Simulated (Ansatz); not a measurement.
# Cu (I4/mmm) in Ansatz: single point with PBE

Aim: the single point of Cu with PBE.

Everything below comes from runs of Ansatz 0.2.0. Logs are shortened: lines on timing, memory, paths and dates and some standing lists are left out, and cuts for length are marked.

## Step 1: The structure

It takes space group I4/mmm (No. 139, tetragonal). Conventional cell: a = 2.886 Å, b = 2.886 Å, c = 2.752 Å, α = 90.00°, β = 90.00°, γ = 90.00°. Cu (site symmetry 4/mmm) has 10 Cu at 2.46 to 2.75 Å as nearest neighbours.

This isn't the form of Cu at room conditions, which is fcc.

## Step 2: Single point, PBE

Input file input.yaml:

```yaml
crystal:
  lattice:
    - [-1.44279332, 1.44279332, 1.37608145]
    - [1.44279332, -1.44279332, 1.37608145]
    - [1.44279332, 1.44279332, -1.37608145]
  atoms:
    - { symbol: Cu, position: [0.0, 0.0, 0.0] }
kpoints:
  mp_grid: { grid: [5, 5, 5] }
scf:
  occupations: { method: fermi_dirac, width: 0.02 }
hamiltonian:
  xc: pbe
  pseudopotentials: { kind: all_electron, lapw: { basis_error: 0.003 } }
output:
  forces: true
  stress: true
  eigenvalues: true
```

Potentials or basis: all-electron LAPW, scalar-relativistic.

Started as:

```sh
> ansatz run input.yaml --threads 1 --pin off --max-ram 2560MiB --backend cpu --events-out ev --progress --plain --runs-dir out
```

Output:

```text
Warning: RAYON_NUM_THREADS=1 ignored (pool sized by the plan → 1); use --threads N
LAPW: plane waves up to 8.640 Å⁻¹, error target 3.0e-3 eV per atom; small_component_spin mean_spin; Cu in spheres of 1.231 Å, 19 of its electrons in bands, Dirac shells [] (how accurate: hamiltonian.pseudopotentials.lapw.basis_error, Limitations)
Engine: ansatz 0.2.0, x86_64-unknown-linux-gnu
Pseudopotentials: kind: all_electron
Pseudopotential: Cu, LAPW, valence charge 19, lapw/all_electron/scalar/gaussian/Cu, Koelling and Harmon's equation, gaussian nucleus
Functional definition: PBE
  parameter kappa = 0.804
  parameter beta = 0.06672455060314922
  exchange = pbe_x(kappa = kappa, mu = beta*pi^2/3)
  correlation = pbe_c(beta = beta)
Crystal: 1 atoms, lattice volume = 11.458 Å³
Basis set: ecut = 284.40210192526877 eV, 135 PW (Γ), exchange–correlation at level 2
Bands: 14, of which v1, the nominal top of the filled ones, is band 10 counted from 1 (9 counted from 0)
Symmetry: 16 space group operations
Space group: I4/mmm (ITA 139), of the structure as read, at distance tolerance 2.3e-5 Å
k-points: 18 of 125
Non-local potential: Cu, projectors of the file, none
Initial density: superposition of atomic densities (chi_scale 0.1, normalization cell)
Initial wavefunctions: plane waves of lowest kinetic energy (no species holds an atomic orbital)
Functional: x = pbe(κ = 0.804, μ = 0.2195149727645171), c = pbe(β = 0.06672455060314922)
iter 1 solved again at ethr=8.93e-4 eV; its pass at ethr=1.00e-1 eV (dr2=1.70e-1 eV) is discarded
SCF iter   1: F=—  HF=-45035.135802 eV  |F-HF|=—  |Δ(HF+E_count)|=         —  Δρ=5.36e-2  dr2=1.70e-1  ethr=8.93e-4  ⟨swp⟩=2.4  Hψ=1776  notcnv=0
preconditioner: auto → none  [insulator: Δε(μ)=0.101 eV  Ē_g=16.436 eV  σ=0.020 eV  W_gap=0.84  n_scr=0 (ndim 8)  ℏωp=36.4 eV  f_vac=0.000  D(μ)=0.92/eV (n_scr^D=12)  ε∞_Penn≈5.9]
SCF iter   2: F=—  HF=-45035.780349 eV  |F-HF|=—  |Δ(HF+E_count)|=   6.45e-1  Δρ=3.07e-2  dr2=5.63e-2  ethr=8.93e-4  ⟨swp⟩=3.0  Hψ=838  notcnv=0
iter 3 solved again at ethr=1.23e-7 eV; its pass at ethr=2.96e-4 eV (dr2=2.34e-5 eV) is discarded
SCF iter   3: F=—  HF=-45034.334195 eV  |F-HF|=—  |Δ(HF+E_count)|=    1.45e0  Δρ=8.96e-4  dr2=2.33e-5  ethr=1.23e-7  ⟨swp⟩=3.1  Hψ=1399  notcnv=0
SCF iter   4: F=—  HF=-45034.281852 eV  |F-HF|=—  |Δ(HF+E_count)|=   5.23e-2  Δρ=4.74e-3  dr2=1.30e-3  ethr=1.22e-7  ⟨swp⟩=3.5  Hψ=931  notcnv=0
SCF iter   5: F=—  HF=-45034.277425 eV  |F-HF|=—  |Δ(HF+E_count)|=   4.43e-3  Δρ=6.59e-4  dr2=2.41e-5  ethr=1.22e-7  ⟨swp⟩=3.0  Hψ=787  notcnv=0
SCF iter   6: F=—  HF=-45034.277370 eV  |F-HF|=—  |Δ(HF+E_count)|=   5.51e-5  Δρ=1.27e-5  dr2=9.96e-9  ethr=1.22e-7  ⟨swp⟩=2.0  Hψ=675  notcnv=0
SCF iter   7: F=-45034.277370 eV  HF=-45034.277370 eV  |F-HF|=9.10e-9  |Δ(HF+E_count)|=   1.30e-8  Δρ=2.40e-6  dr2=4.03e-10  ethr=5.24e-11  ⟨swp⟩=3.1  Hψ=768  notcnv=0
SCF 1 converged in 7 iterations: F = -45034.277370 eV  dr2 = 4.03e-10
SCF converged after 7 iterations
Free energy (F): -45034.277370 eV
Harris-Foulkes:  -45034.277370 eV  (|F-HF|=9.10e-9)
Internal energy: -45034.275685 eV  (E = F + TS)
E sigma→0 (E₀):  -45034.276527 eV
Entropy (-TS):   -0.001685 eV (-1.685 meV/atom)
Fermi energy:    17.418450 eV
--- Per-component energies (eV) ---
  E_band       = -351.128495
  E_kinetic    = 45809.684083
  E_xc         = -1840.928228
  E_electrostatic = -89003.031541  (all electrons and nuclei)
  E_smearing   = -0.001685  (= −TS)
  E_closure    = 0.000000  (closes the sum)
  E_atoms      = -45030.532457  (free atoms, spherical and without spin; not in F)
  Σ components = -45034.277370   (vs F -45034.277370, Δ=0.00e0)
  Basis errors (estimates in eV, not in F): energy 7.4e-4 per atom: plane waves 7.2e-4 (3.8e-4 summed), levels above the bands 0.0e0, relativity 3.8e-8, radial functions 2.3e-5, core shells 9.8e-11; eigenvalues (radial functions only) 1.9e-5; not estimated: angular momenta, meshes, grids; target (lapw.basis_error) 3.0e-3; muffin-tin radii Cu 1.231 Å
--- Forces (eV/Å), atoms counted from 1 ---
  atom   1  Cu    -0.00000000     0.00000000     0.00000000
  max |Σ_I F_I| component: 3.94e-31 eV/Å
--- Stress (GPa, compression-positive) ---
       10.190226       0.000000       0.000000
        0.000000      10.190226      -0.000000
        0.000000      -0.000000       0.984232
  P = ⅓ Tr σ = 7.1216 GPa (71.216 kbar)
--- Band table (eV; the first three rows and the last of 18) ---
  k-point 0: bands = ["-95.3605", "-52.6982", "-52.6486", "-52.6486", "7.6314", "14.0044", "14.1762", "14.1762", "15.0436", "15.2936", "42.1448", "42.1448", "43.4053", "46.1264"]
  k-point 1: bands = ["-95.3545", "-52.7125", "-52.6923", "-52.6473", "9.1003", "13.9425", "13.9820", "14.7277", "14.8753", "15.2717", "33.0105", "39.5816", "40.9231", "41.3800"]
  k-point 2: bands = ["-95.3448", "-52.7624", "-52.7356", "-52.6453", "11.7942", "13.5773", "14.8536", "15.1438", "15.2597", "15.7374", "23.7072", "36.2920", "36.7272", "39.9378"]
  k-point 17: bands = ["-95.3315", "-52.7760", "-52.7420", "-52.7372", "12.6322", "12.7398", "15.4111", "15.4133", "15.6022", "21.0389", "26.2094", "27.9855", "31.2965", "33.3126"]
```

Wall time 1 s (1 thread of Intel Xeon 6975P-C (Granite Rapids), shared host); peak memory 0.24 GiB.

Results:

```yaml
Free_energy: -45034.2774 eV
Pressure: 7.1 GPa
Band_gap_on_the_k_mesh: none (metal or under the smearing width)
```

Caveat: the k mesh is coarse (spacing up to 0.63 Å⁻¹), so the values aren't converged.
